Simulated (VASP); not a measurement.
# Si: convergence, cohesive energy

Si, Fd-3m (no. 227), 2 atoms in the cell. PBE; PAW potentials Si (PBE set). VASP 6.6.1.

Wanted: cohesive energy within 0.01 eV/atom.

Starting geometry: cell relaxed first with the same functional.

The series start from Cutoff ENCUT (eV): 320; box of the atom (Å): 12; SIGMA of the atom: 0.002; ALGO of the atom: All; k spacing (1/Å): 0.3; SIGMA of the crystal: 0.05; PREC: Accurate; LASPH: .TRUE.. Each series keeps the choices made before it, and each single choice may use up half of a tolerance. Times cover all steps of a run.

## Cutoff ENCUT (eV)

| Cutoff ENCUT (eV) | Cohesive energy (eV/atom) | Time (s) |
|---|---|---|
| 200 | 4.527 | 24 |
| 240 | 4.539 | 38 |
| 280 | 4.547 | 46 |
| 320 | 4.550 | 57 |
| 370 | 4.551 | 69 |
| 440 (reference) | 4.552 | 96 |

Chosen: 280, the loosest value from which every tighter one stays within half of the tolerance.

## Box of the atom (Å)

| Box of the atom (Å) | Cohesive energy (eV/atom) | Time (s) |
|---|---|---|
| 6 | 4.623 | 6.7 |
| 8 | 4.560 | 11 |
| 10 | 4.548 | 72 |
| 12 | 4.547 | 46 |
| 15 (reference) | 4.546 | 86 |

Chosen: 10.

## SIGMA of the atom

| SIGMA of the atom | Cohesive energy (eV/atom) | Time (s) |
|---|---|---|
| 0.2 | 4.533 | 13 |
| 0.1 | 4.572 | 12 |
| 0.05 | 4.548 | 34 |
| 0.01 | 4.548 | 23 |
| 0.002 (reference) | 4.548 | 72 |

Chosen: 0.05.

## ALGO of the atom

| ALGO of the atom | Cohesive energy (eV/atom) | Time (s) |
|---|---|---|
| All | 4.548 | 34 |
| Normal | 4.591 | 15 |
| Normal, gentle mixing | 4.591 | 12 |
| Damped | 4.799 | 75 |

Chosen: All; no other choice that stays within half of the tolerance saves 30 % of the time.

## k spacing (1/Å)

| k spacing (1/Å) | Cohesive energy (eV/atom) | Time (s) |
|---|---|---|
| 0.8 | 4.249 | 34 |
| 0.55 | 4.460 | 34 |
| 0.4 | 4.521 | 34 |
| 0.3 | 4.548 | 34 |
| 0.2 (reference) | 4.553 | 34 |

Chosen: 0.3.

## SIGMA of the crystal

| SIGMA of the crystal | Cohesive energy (eV/atom) | Time (s) |
|---|---|---|
| 0.2 | 4.548 | 34 |
| 0.1 | 4.548 | 34 |
| 0.05 | 4.548 | 34 |
| 0.01 (reference) | 4.548 | 34 |

Chosen: 0.2.

## PREC

| PREC | Cohesive energy (eV/atom) | Time (s) |
|---|---|---|
| Accurate | 4.548 | 34 |
| Normal | 4.548 | 18 |

Chosen: Normal, the fastest of those that stay within half of the tolerance.

## LASPH

| LASPH | Cohesive energy (eV/atom) | Time (s) |
|---|---|---|
| .TRUE. | 4.548 | 18 |
| .FALSE. | 4.546 | 36 |

Chosen: .TRUE..

## All choices together

| Input | Cohesive energy (eV/atom) | Time (s) |
|---|---|---|
| program defaults (spin kept) (naive) | 4.481 | 2.8 |
| chosen settings | 4.548 | 18 |
| reference settings throughout | 4.555 | 150 |

The tolerance is met.

## The input

INCAR.step1:
```
ALGO = All ; EDIFF = 1E-6
ENCUT = 280 ; GGA = PE
ISEARCH = 1 ; ISMEAR = 0
ISPIN = 2 ; ISYM = 0
LASPH = T ; LCHARG = F
LMAXMIX = 4 ; LREAL = F
LWAVE = F ; MAGMOM = 2
NBANDS = 8 ; NELM = 300
PREC = Normal ; SIGMA = 0.05
```

INCAR.step2:
```
ALGO = Normal ; EDIFF = 1E-6
ENCUT = 280 ; GGA = PE
ISMEAR = 0 ; KPAR = 4
LASPH = T ; LCHARG = F
LREAL = F ; LWAVE = F
NELM = 120 ; PREC = Normal
SIGMA = 0.2
```

KPOINTS.step1:
```
Automatic mesh
0
Gamma
  1 1 1
  0 0 0
```

KPOINTS.step2:
```
Automatic mesh
0
Gamma
  7 7 7
  0 0 0
```

POSCAR.step1:
```
Si
1.0
   10.0000000000      0.0000000000      0.0000000000
    0.0000000000     10.4000000000      0.0000000000
    0.0000000000      0.0000000000     10.8000000000
Si
1
Direct
    0.5000000000      0.5000000000      0.5000000000
```

POSCAR.step2:
```
Si
1.0
    3.8664876318      0.0000000000      0.0000000000
    1.9332438159      3.3484765125      0.0000000000
    1.9332438159      1.1161588375      3.1569739316
Si
2
Direct
    0.5000000000      0.5000000000      0.5000000000
    0.7500000000      0.7500000000      0.7500000000
```

Commands (each step's output is kept before the next begins):
```
cat potpaw_PBE.64/Si/POTCAR > POTCAR
cp INCAR.step1 INCAR
cp KPOINTS.step1 KPOINTS
cp POSCAR.step1 POSCAR
mpirun -np 4 vasp_gam > vasp.out
rm WAVECAR CHG
cp INCAR.step2 INCAR
cp KPOINTS.step2 KPOINTS
cp POSCAR.step2 POSCAR
mpirun -np 4 vasp_std > vasp.out
```

The chosen input took VASP 6.6.1 18 s on 4 cores (Intel Xeon Platinum 8259CL @ 2.50GHz (Skylake/Cascade Lake)), a shared host.

## An input that fails: box of the atom far too small

It runs to its end, but against the unchanged starting input it is off by 0.536 eV/atom in the cohesive energy.

Box of the free atom (Å): 12 becomes 3.5.

Changes against the starting input:
```
(POSCAR.step1)
-   12.0000000000      0.0000000000      0.0000000000
-    0.0000000000     12.4000000000      0.0000000000
-    0.0000000000      0.0000000000     12.8000000000
+    3.5000000000      0.0000000000      0.0000000000
+    0.0000000000      3.9000000000      0.0000000000
+    0.0000000000      0.0000000000      4.3000000000
```
